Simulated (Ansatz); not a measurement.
TiAl$_{3}$ under strain

Theory: DFT PBEsol, scalar-relativistic, plane waves, PAW in Ansatz 0.2.0. Settings: 420 eV cutoff, 10×10×4 k-mesh, Gaussian smearing of 0.10 eV, no spin polarisation.

The relaxed crystal:

```yaml
crystal:
  lattice:
    - [3.81555, 0.00000, 0.00000]
    - [0.00000, 3.81555, 0.00000]
    - [0.00000, 0.00000, 8.55399]
  atoms:
    - { symbol: Ti, position: [0.00000, 0.00000, 0.00000] }
    - { symbol: Ti, position: [0.50000, 0.50000, 0.50000] }
    - { symbol: Al, position: [0.50000, 0.50000, 0.00000] }
    - { symbol: Al, position: [0.00000, 0.50000, 0.25000] }
    - { symbol: Al, position: [0.50000, 0.00000, 0.25000] }
    - { symbol: Al, position: [0.00000, 0.00000, 0.50000] }
    - { symbol: Al, position: [0.50000, 0.00000, 0.75000] }
    - { symbol: Al, position: [0.00000, 0.50000, 0.75000] }
```

Deformation: c alone is stretched, the rest of the cell is held and the atoms relax, all within the symmetry that the strain leaves. Energies are extrapolated to zero smearing. Stress is positive in compression, on the Cartesian axes of the cell above.

Strains computed: -3.0, -2.0, -1.0, +1.0, +2.0, +3.0 %.

Problem. At which strain does the energy stand 9.5 meV/atom over the relaxed crystal with σxx = -1.20, σyy = -1.20, σzz = -6.38 GPa?

Solution. +3.0 %.